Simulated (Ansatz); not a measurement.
# Si/Ca: a contact from a semiconductor to a metal, part 4 of 4

Is Si/Ca a contact for electrons or for holes? The semiconductor is Si diamond(111), undoped, with its far face capped by hydrogen, and the metal is Ca fcc(111), in direct contact. After relaxation the nearest pair at the metal is Ca–Si at 2.97 Å, along the normal. The common net has a side of 3.868 Å, which strains the semiconductor by +0.0 % and the metal by -0.9 %, against typed lattice constants near PBE's. The first steps treat the bulk crystals alone.

Ansatz 0.2.0; PBE DFT, plane waves, PAW files (the session's first sound run).

So far. Step 4 (Relaxing the interfaces): The largest force component on a free atom ends at 0.032 eV/Å. At one or more of this run's solves the program warned of density in the dipole ramp over its bound, where dipole, forces and levels can be off. Step 5 (T(E) from the semiconductor into the metal, atomic …): The semiconductor's channels close between -0.25 and +0.40 eV.

## (6) The contact's transmission, atomic planes in the barrier 10, gap between the electrodes 18.77 Å

Level of this step: PBE DFT, plane waves, PAW files; ballistic transmission by layer matching between semi-infinite leads (Ansatz).

System of this step: Si/Ca. The cell holds 39 atoms: 28 Si, 10 Ca and 1 H. Its edges and angles: a = 3.868 Å, b = 3.868 Å, c = 103.005 Å, α = 90.0°, β = 90.0°, γ = 120.0°. Regions: left electrode, 18 atoms (18 Si); barrier, 10 atoms (10 Si); right electrode, 10 atoms (10 Ca). Vacuum lies along c.

More semiconductor under the metal, by copies of a relaxed pair of planes.

The input, input.yaml:

```yaml
crystal:
  lattice:
    - [3.868, 0.0, 0.0]
    - [-1.934, 3.3497862618, 0.0]
    - [0.0, 0.0, 103.0047335147]
  atoms:
    - { symbol: Si, position: [0.0, 0.0, 0.1504785214] }
    - { symbol: Si, position: [0.33333333, 0.66666667, 0.1581433003] }
    - { symbol: Si, position: [0.33333333, 0.66666667, 0.1811376368] }
    - { symbol: Si, position: [0.66666667, 0.33333333, 0.1888024157] }
    - { symbol: Si, position: [0.66666667, 0.33333333, 0.2117967522] }
    - { symbol: Si, position: [0.0, 0.0, 0.2194615311] }
    - { symbol: Si, position: [0.0, 0.0, 0.2424558676] }
    - { symbol: Si, position: [0.33333333, 0.66666667, 0.2501206465] }
    - { symbol: Si, position: [0.33333333, 0.66666667, 0.273114983] }
    - { symbol: Si, position: [0.66666667, 0.33333333, 0.2807797618] }
    - { symbol: Si, position: [0.66666667, 0.33333333, 0.3037740984] }
    - { symbol: Si, position: [0.0, 0.0, 0.3114388772] }
    - { symbol: Si, position: [0.0, 0.0, 0.3344332138] }
    - { symbol: Si, position: [0.33333333, 0.66666667, 0.3420979926] }
    - { symbol: Si, position: [0.33333333, 0.66666667, 0.3650923292] }
    - { symbol: Si, position: [0.66666667, 0.33333333, 0.372757108] }
    - { symbol: Si, position: [0.66666667, 0.33333333, 0.3957399291] }
    - { symbol: Si, position: [0.0, 0.0, 0.4033744439] }
    - { symbol: Si, position: [0.0, 0.0, 0.4263610882] }
    - { symbol: Si, position: [0.33333333, 0.66666667, 0.433999158] }
    - { symbol: Si, position: [0.33333333, 0.66666667, 0.4570159371] }
    - { symbol: Si, position: [0.66666667, 0.33333333, 0.4646419321] }
    - { symbol: Si, position: [0.66666667, 0.33333333, 0.4877291787] }
    - { symbol: Si, position: [0.0, 0.0, 0.4953551738] }
    - { symbol: Si, position: [0.0, 0.0, 0.5184424204] }
    - { symbol: Si, position: [0.33333333, 0.66666667, 0.5260684155] }
    - { symbol: Si, position: [0.33333333, 0.66666667, 0.5491556621] }
    - { symbol: Si, position: [0.66666667, 0.33333333, 0.5567935168] }
    - { symbol: Ca, position: [0.66666667, 0.33333333, 0.585609576] }
    - { symbol: Ca, position: [0.0, 0.0, 0.6163626744] }
    - { symbol: Ca, position: [0.33333333, 0.66666667, 0.6471653503] }
    - { symbol: Ca, position: [0.66666667, 0.33333333, 0.6781537168] }
    - { symbol: Ca, position: [0.0, 0.0, 0.7091420834] }
    - { symbol: Ca, position: [0.33333333, 0.66666667, 0.7401304499] }
    - { symbol: Ca, position: [0.66666667, 0.33333333, 0.7711188165] }
    - { symbol: Ca, position: [0.0, 0.0, 0.802107183] }
    - { symbol: Ca, position: [0.33333333, 0.66666667, 0.8330955496] }
    - { symbol: Ca, position: [0.66666667, 0.33333333, 0.8640839161] }
    - { symbol: H, position: [0.0, 0.0, 0.1359160839] }
kpoints:
  mp_grid: { grid: [8, 8, 1] }
scf:
  occupations: { method: fermi_dirac, width: 0.1 }
  max_iter: 150
hamiltonian:
  xc: pbe
efield:
  axis: 3
  dipole_correction: true
output:
  transmission:
    kmesh: [12, 12]
    e_range: [-2.5, 2.5]
    de: 0.05
    leads: [[7, 9], [33, 34]]
  dos: { projected: true, e_range: [-6, 5], de: 0.05 }
  write_potential: true
  write_density: true
  volumetric_format: npy
```

Run with:

```sh
ansatz run input.yaml --threads 8 --pin off --max-ram 24576MiB --backend cpu --events-out ev --progress --plain --runs-dir out
```

Numbers of over 12 decimals in the logs are rounded to 6 here.

Log:

```text
[...]
Crystal: 39 atoms, lattice volume = 1334.630 Å³
Basis set: ecut = 420 eV, 26301 PW (Γ)
Bands: 146, of which v1, the nominal top of the filled ones, is band 107 counted from 1 (106 counted from 0)
Symmetry: 6 space group operations
[...]
k-points: 10 of 64 (time reversal used)
[...]
SCF iter   1: F=—  HF=-35986.600016 eV  |F-HF|=—  |Δ(HF+E_count)|=         —  Δρ=2.54e-3  dr2=3.70e1  ethr=1.77e-3  p=0.045 e·Å  D=6.06e-3 V/Å  ΔV_dip=-0.62 eV  dr2_dipole=1.78e1  V_vac-E_F(+/−)=2.83/3.46 eV  ⟨swp⟩=21.2  Hψ=12545  notcnv=0  defer=10
[...]
SCF iter  17: F=-35986.370466 eV  HF=-35986.370466 eV  |F-HF|=1.26e-8  |Δ(HF+E_count)|=   2.24e-8  Δρ=3.36e-7  dr2=1.40e-8  ethr=4.69e-11  p=0.097 e·Å  D=1.31e-2 V/Å  ΔV_dip=-1.35 eV  dr2_dipole=1.27e-9  V_vac-E_F(+/−)=3.02/4.37 eV  ⟨swp⟩=28.2  Hψ=7031  notcnv=0
SCF 1 converged in 17 iterations: F = -35986.370466 eV  dr2 = 1.40e-8
[...]
transmission: 139 of 1387 steps passed
transmission: 279 of 1387 steps passed
[...]
transmission: 1387 of 1387 steps passed
[...]
SCF converged after 17 iterations
Free energy (F): -35986.370466 eV
[...]
Internal energy: -35985.918234 eV  (E = F + TS)
E sigma→0 (E₀):  -35986.144350 eV
Entropy (-TS):   -0.452232 eV (-11.596 meV/atom)
Fermi energy:    3.273128 eV
Dipole field:    D = 0.013156 V/Å  (p = 0.097035 e·Å, saw-weighted, corrected)
Work function:   Φ+ = 3.0189 eV   Φ− = 4.3741 eV
[...]
--- Band table (eV; the first three rows and the last of 10) ---
  k-point 0: bands = [... 103 lower, 3.0037, 3.1626, 3.2341, 3.2341, 3.3338, 3.5088, 3.8083, 4.1109, ... 35 higher]
  k-point 1: bands = [... 103 lower, 2.7174, 2.7962, 3.0036, 3.1864, 3.3045, 3.5522, 3.8608, 4.1477, ... 35 higher]
  k-point 2: bands = [... 103 lower, 2.5178, 2.5297, 2.8607, 3.1222, 3.4076, 3.7153, 3.9832, 4.1863, ... 35 higher]
  k-point 9: bands = [... 103 lower, 3.1380, 3.1940, 3.2513, 3.2815, 3.3625, 3.4956, 3.6106, 3.6904, ... 35 higher]
--- Transmission ---
  basis      : 121 plane waves across, 73 finite elements along
  points     : 19, standing for a mesh of 12 x 12
[...]
channels       : 0.000000e0 a spin
[...]
slowest decay  : 0.0718 /Å at (0.0000, 0.0000)
[...]
channels       : 9.861111e-1 a spin
[...]
slowest decay  : 0.0100 /Å at (0.1667, 0.1667)
  junction   : crystal 0 to crystal 1, 39.18 to 77.83 Å
    transmission   : 0.000000e0 a spin
[...]
```

It took 3 min on 8 threads of Arm Neoverse V2, shared host; peak memory 7 GiB.

This step gave:

```
free energy                      : -35986.3705 eV
Fermi energy                     : 3.273 eV
potential step in the lower lead : 12 meV
potential step in the upper lead : 6.7 meV
work function, upper face        : 3.019 eV
work function, lower face        : 4.374 eV
dipole moment                    : 0.09703 e·Å
dipole field                     : 0.01316 V/Å
```

One spin. Table of transmission, zone mean by energy, zero at the Fermi level:

```tsv
energy (eV)	transmission, zone mean
-2.400	0.294
-2.200	0.305
-2.000	0.310
-1.800	0.379
-1.600	0.399
-1.450	0.431
-1.400	0.429
-1.200	0.348
-1.000	0.222
-0.800	0.153
-0.600	0.0394
-0.400	0
-0.200	0
0.000	0
0.200	0
0.400	5.5e-4
0.600	0.0114
0.800	0.0219
1.000	0.174
1.200	0.235
1.400	0.287
1.600	0.244
1.750	0.314
1.800	0.295
2.000	0.311
2.200	0.242
2.400	0.144
```

One spin. Open channels, zone mean against energy, zero at the Fermi level:

```tsv
energy (eV)	lower lead	upper lead
-2.50	1.72	0.382
-2.35	1.67	0.424
-2.25	1.72	0.424
-2.10	1.55	0.507
-1.95	1.59	0.590
-1.80	1.55	0.590
-1.70	1.30	0.590
-1.55	1.34	0.632
-1.40	1.02	0.757
-1.30	0.854	0.757
-1.15	0.688	0.840
-1.00	0.646	0.833
-0.90	0.521	0.812
-0.75	0.312	0.896
-0.60	0.312	0.854
-0.45	0.146	0.833
-0.35	0.146	0.833
-0.20	0	0.625
-0.05	0	1.03
0.00	0	0.986
0.05	0	0.903
0.20	0	0.778
0.35	0	0.903
0.45	0.0417	1.07
0.60	0.208	1.26
0.75	0.333	1.05
0.90	0.458	1.09
1.00	0.583	1.22
1.15	0.75	1.32
1.30	0.986	1.15
1.40	1.03	1.07
1.55	1.36	1.07
1.70	1.57	0.944
1.80	1.99	0.903
1.95	2.03	0.819
2.10	2.15	0.653
2.25	2.19	0.632
2.35	2.26	0.576
2.50	2.08	0.882
```

Projected DOS an atom over height of the atomic layer and energy from the Fermi level. Layers: H Si Si Si Si Si Si Si Si Si Si Si Si Si Si Si Si Si Si Si Si Si Si Si Si Si Si Si Si Ca Ca Ca Ca Ca Ca Ca Ca Ca Ca; projections on atoms miss part of the total, and the computed bands can run out at the top of the range; a column is the mean of 3 neighbouring layers, the last of those left over.

Ten even steps from '0' (0.00 states/eV) to '9' (0.78 states/eV), each cell a mean:
```
1333333221000
0222222212000
0111111001011
0000000002211
0000000025223
0000001125666
1111111236767
2333334459888
3555556666666
5888888887444
6988888887556
6888888897444
6999999996333
6989988785222
6777777774111
5676776762211
6567777631000
6533322111000
0111111111000
1212121222000
1222222222000
1222222243000
```
Columns: height of the atomic layer (Å) from 15.3 to 85.8 (not evenly spaced); rows upwards: energy from the Fermi level (eV) from -6 to 1.45.

The semiconductor's channels close between -0.25 and +0.40 eV. In the worse lead the potential repeats within 12 meV, which the program lets pass.

## (7) The first cell with another functional, cutoff 500 eV

This step: r2SCAN DFT, plane waves, PAW files; ballistic transmission by layer matching between semi-infinite leads (Ansatz 0.2.0).

System of this step: Si/Ca. The cell holds 35 atoms: 24 Si, 10 Ca and 1 H. Cell: a = 3.868 Å, b = 3.868 Å, c = 96.678 Å, α = 90.0°, β = 90.0°, γ = 120.0°. Regions: left electrode, 18 atoms (18 Si); barrier, 6 atoms (6 Si); right electrode, 10 atoms (10 Ca). Vacuum lies along c.

r2SCAN opens the gap somewhat, so the first cell is run again with it to see how the barriers share the change.

The input, input.yaml:

```yaml
crystal:
  lattice:
    - [3.868, 0.0, 0.0]
    - [-1.934, 3.3497862618, 0.0]
    - [0.0, 0.0, 96.6775149646]
  atoms:
    - { symbol: Si, position: [0.0, 0.0, 0.1603268351] }
    - { symbol: Si, position: [0.33333333, 0.66666667, 0.168493248] }
    - { symbol: Si, position: [0.33333333, 0.66666667, 0.1929924866] }
    - { symbol: Si, position: [0.66666667, 0.33333333, 0.2011588995] }
    - { symbol: Si, position: [0.66666667, 0.33333333, 0.2256581381] }
    - { symbol: Si, position: [0.0, 0.0, 0.233824551] }
    - { symbol: Si, position: [0.0, 0.0, 0.2583237896] }
    - { symbol: Si, position: [0.33333333, 0.66666667, 0.2664902024] }
    - { symbol: Si, position: [0.33333333, 0.66666667, 0.2909894411] }
    - { symbol: Si, position: [0.66666667, 0.33333333, 0.2991558539] }
    - { symbol: Si, position: [0.66666667, 0.33333333, 0.3236550925] }
    - { symbol: Si, position: [0.0, 0.0, 0.3318215054] }
    - { symbol: Si, position: [0.0, 0.0, 0.356320744] }
    - { symbol: Si, position: [0.33333333, 0.66666667, 0.3644871569] }
    - { symbol: Si, position: [0.33333333, 0.66666667, 0.3889863955] }
    - { symbol: Si, position: [0.66666667, 0.33333333, 0.3971528084] }
    - { symbol: Si, position: [0.66666667, 0.33333333, 0.4216397779] }
    - { symbol: Si, position: [0.0, 0.0, 0.4297739461] }
    - { symbol: Si, position: [0.0, 0.0, 0.4542649889] }
    - { symbol: Si, position: [0.33333333, 0.66666667, 0.4624029448] }
    - { symbol: Si, position: [0.33333333, 0.66666667, 0.4869260947] }
    - { symbol: Si, position: [0.66666667, 0.33333333, 0.4950511855] }
    - { symbol: Si, position: [0.66666667, 0.33333333, 0.5196494149] }
    - { symbol: Si, position: [0.0, 0.0, 0.5277871415] }
    - { symbol: Ca, position: [0.0, 0.0, 0.5584891149] }
    - { symbol: Ca, position: [0.33333333, 0.66666667, 0.5912549004] }
    - { symbol: Ca, position: [0.66666667, 0.33333333, 0.6240735079] }
    - { symbol: Ca, position: [0.0, 0.0, 0.6570899589] }
    - { symbol: Ca, position: [0.33333333, 0.66666667, 0.6901064099] }
    - { symbol: Ca, position: [0.66666667, 0.33333333, 0.7231228609] }
    - { symbol: Ca, position: [0.0, 0.0, 0.756139312] }
    - { symbol: Ca, position: [0.33333333, 0.66666667, 0.789155763] }
    - { symbol: Ca, position: [0.66666667, 0.33333333, 0.822172214] }
    - { symbol: Ca, position: [0.0, 0.0, 0.8551886651] }
    - { symbol: H, position: [0.0, 0.0, 0.1448113349] }
kpoints:
  mp_grid: { grid: [8, 8, 1] }
scf:
  occupations: { method: fermi_dirac, width: 0.1 }
  max_iter: 150
hamiltonian:
  xc: r2scan
efield:
  axis: 3
  dipole_correction: true
output:
  transmission:
    kmesh: [12, 12]
    e_range: [-2.5, 2.5]
    de: 0.05
    leads: [[7, 9], [29, 30]]
  dos: { projected: true, e_range: [-6, 5], de: 0.05 }
  write_potential: true
  write_density: true
  volumetric_format: npy
```

Log:

```text
[...]
Crystal: 35 atoms, lattice volume = 1252.648 Å³
Basis set: ecut = 500 eV, 31595 PW (Γ), exchange–correlation on 120×120×2880 points (64 copies of the dense FFT grid, shifted against one another)
Bands: 134, of which v1, the nominal top of the filled ones, is band 99 counted from 1 (98 counted from 0)
Symmetry: 6 space group operations
[...]
k-points: 10 of 64 (time reversal used)
[...]
SCF iter   1: F=—  HF=-33569.204802 eV  |F-HF|=—  |Δ(HF+E_count)|=         —  Δρ=3.98e-3  dr2=2.31e1  dr2_τ=1.60e-1  ethr=1.77e-3  p=0.045 e·Å  D=6.46e-3 V/Å  ΔV_dip=-0.62 eV  dr2_dipole=8.86e0  V_vac-E_F(+/−)=2.78/3.40 eV  ⟨swp⟩=20.7  Hψ=11606  notcnv=0  defer=9
[...]
SCF iter  18: F=-33569.309770 eV  HF=-33569.309770 eV  |F-HF|=7.72e-9  |Δ(HF+E_count)|=   3.97e-9  Δρ=4.80e-7  dr2=1.65e-8  dr2_τ=1.61e-11  ethr=5.08e-11  p=0.100 e·Å  D=1.45e-2 V/Å  ΔV_dip=-1.40 eV  dr2_dipole=7.60e-13  V_vac-E_F(+/−)=3.10/4.50 eV  ⟨swp⟩=12.0  Hψ=2554  notcnv=0
SCF 1 converged in 18 iterations: F = -33569.309770 eV  dr2 = 1.65e-8
[...]
transmission: 125 of 1197 steps passed
transmission: 251 of 1197 steps passed
[...]
transmission: 1197 of 1197 steps passed
[...]
SCF converged after 18 iterations
Free energy (F): -33569.309770 eV
[...]
Internal energy: -33568.904281 eV  (E = F + TS)
E sigma→0 (E₀):  -33569.107025 eV
Entropy (-TS):   -0.405490 eV (-11.585 meV/atom)
Fermi energy:    3.033994 eV
Dipole field:    D = 0.014513 V/Å  (p = 0.100465 e·Å, saw-weighted, corrected)
Work function:   Φ+ = 3.0955 eV   Φ− = 4.4986 eV
[...]
--- Band table (eV; the first three rows and the last of 10) ---
  k-point 0: bands = [... 95 lower, 2.7493, 2.8280, 3.0015, 3.0015, 3.0863, 3.2784, 3.6333, 3.9956, ... 31 higher]
  k-point 1: bands = [... 95 lower, 2.4186, 2.5248, 2.7556, 2.8799, 3.0599, 3.3333, 3.7021, 4.0453, ... 31 higher]
  k-point 2: bands = [... 95 lower, 2.2394, 2.2544, 2.6248, 2.8656, 3.1956, 3.5533, 3.8678, 4.1072, ... 31 higher]
  k-point 9: bands = [... 95 lower, 2.8856, 2.9307, 3.0092, 3.0635, 3.1388, 3.2867, 3.4198, 3.5342, ... 31 higher]
--- Transmission ---
  basis      : 139 plane waves across, 63 finite elements along
  points     : 19, standing for a mesh of 12 x 12
[...]
channels       : 0.000000e0 a spin
[...]
slowest decay  : 0.0733 /Å at (0.0000, 0.0000)
[...]
channels       : 9.861111e-1 a spin
[...]
slowest decay  : 0.0209 /Å at (0.1667, 0.1667)
  junction   : crystal 0 to crystal 1, 36.03 to 71.51 Å
    transmission   : 0.000000e0 a spin
[...]
```

It took 4.1 min on 8 threads; peak memory 9.5 GiB.

Numbers from this step:

- free energy: -33569.3098 eV
- Fermi energy: 3.034 eV
- potential step in the lower lead: 27.3 meV
- potential step in the upper lead: 8.6 meV
- work function, upper face: 3.096 eV
- work function, lower face: 4.499 eV
- dipole moment: 0.1005 e·Å
- dipole field: 0.01451 V/Å

One spin. Table of transmission, zone mean by energy, zero at the Fermi level:

```tsv
energy (eV)	transmission, zone mean
-2.400	0.281
-2.200	0.287
-2.000	0.330
-1.800	0.388
-1.600	0.352
-1.500	0.393
-1.400	0.333
-1.200	0.265
-1.000	0.234
-0.800	0.110
-0.600	0
-0.400	0
-0.200	0
0.000	0
0.200	0
0.400	0
0.600	0.00130
0.800	0.00843
1.000	0.0375
1.200	0.227
1.400	0.279
1.600	0.287
1.650	0.293
1.800	0.265
2.000	0.293
2.050	0.315
2.200	0.299
2.400	0.276
```

One spin. Open channels, zone mean against energy, zero at the Fermi level:

```tsv
energy (eV)	lower lead	upper lead
-2.50	1.59	0.424
-2.35	1.72	0.424
-2.25	1.63	0.507
-2.10	1.59	0.590
-1.95	1.42	0.590
-1.80	1.30	0.590
-1.70	1.34	0.632
-1.55	1.22	0.674
-1.40	0.938	0.757
-1.30	0.854	0.840
-1.15	0.604	0.840
-1.00	0.562	0.840
-0.90	0.396	0.854
-0.75	0.312	0.896
-0.60	0.188	0.896
-0.45	0.146	0.854
-0.35	0.104	0.833
-0.20	0	0.819
-0.05	0	1.11
0.00	0	0.986
0.05	0	0.903
0.20	0	0.694
0.35	0	0.778
0.45	0	0.986
0.60	0.0417	1.07
0.75	0.125	1.36
0.90	0.292	1.30
1.00	0.333	1.36
1.15	0.5	1.32
1.30	0.667	1.32
1.40	0.75	1.11
1.55	0.917	1.15
1.70	1.15	1.07
1.80	1.36	1.07
1.95	1.49	0.944
2.10	1.90	0.903
2.25	2.11	0.819
2.35	2.11	0.694
2.50	2.29	0.694
```

Projected DOS an atom over height of the atomic layer and energy from the Fermi level. Layers: H Si Si Si Si Si Si Si Si Si Si Si Si Si Si Si Si Si Si Si Si Si Si Si Si Ca Ca Ca Ca Ca Ca Ca Ca Ca Ca; projections on atoms miss part of the total, and the computed bands can run out at the top of the range; a column is the mean of 3 neighbouring layers, the last of those left over.

Ten even steps from '0' (0.00 states/eV) to '9' (0.80 states/eV), each cell a mean:
```
133333220000
022221121000
011111000000
000000002110
000000013112
000000135444
011111126556
112222247666
234334468777
365667765554
587777875434
587888885555
577777884333
699999884323
577776673222
577777662112
557666741111
856665320000
221111110000
011111110000
121212221000
121112221000
```
Columns: height of the atomic layer (Å) from 15.3 to 81.1 (not evenly spaced); rows upwards: energy from the Fermi level (eV) from -6 to 1.7.

The semiconductor's channels close between -0.25 and +0.60 eV. In the worse lead the potential repeats within 27 meV, which the program flags as too much for a lead, so the lead is short or a field runs through it.

## (8) Outcome

| Property | Result |
| --- | --- |
| valence edge of the semiconductor lead against the Fermi level, 6 planes | -0.25 eV |
| conduction edge of the semiconductor lead against the Fermi level, 6 planes | +0.40 eV |
| valence edge of the semiconductor lead against the Fermi level, 10 planes | -0.25 eV |
| conduction edge of the semiconductor lead against the Fermi level, 10 planes | +0.40 eV |
| valence edge of the semiconductor lead against the Fermi level, r2SCAN | -0.25 eV |
| conduction edge of the semiconductor lead against the Fermi level, r2SCAN | +0.60 eV |

The metal's Fermi level lies in the gap of the semiconductor, 0.40 eV under the first conduction channel and 0.25 eV over the last valence one, as read in the lead, away from the contact; bands can bend on the way there. The edges are read from the typed mesh and energy grid, to 0.05 eV at best; the semiconductor's potential still steps by 25 meV a period, so they depend on where the lead is cut. Adding 4 atomic planes to the layer under the metal moves the conduction edge by +0.00 eV, about one grid step or less. r2SCAN moves the edges to -0.25 and +0.60 eV, 0.85 eV apart on the grid against 0.65 eV. The semiconductor is undoped and only a few nanometres thick, with its far face capped by hydrogen. A semilocal functional narrows gaps, and the two barriers add up to the gap, so their sum is too small. No spin-orbit coupling, phonons, disorder or image charges enter; the interfaces are ordered, one cell wide and lattice-matched by strain. Semilocal gaps are too small, which can bring a band edge of the barrier nearer to the Fermi level than it is.

[Logs are printed without paths, hosts, clocks, repeated set-up lines and the standing remarks that a program may print on its own settings, such as how far it seeks lower states.]

[Hosts, paths, dates, database ids (printed as entryN), source tags and the programs' standing remarks are cut or masked in the printed files.]
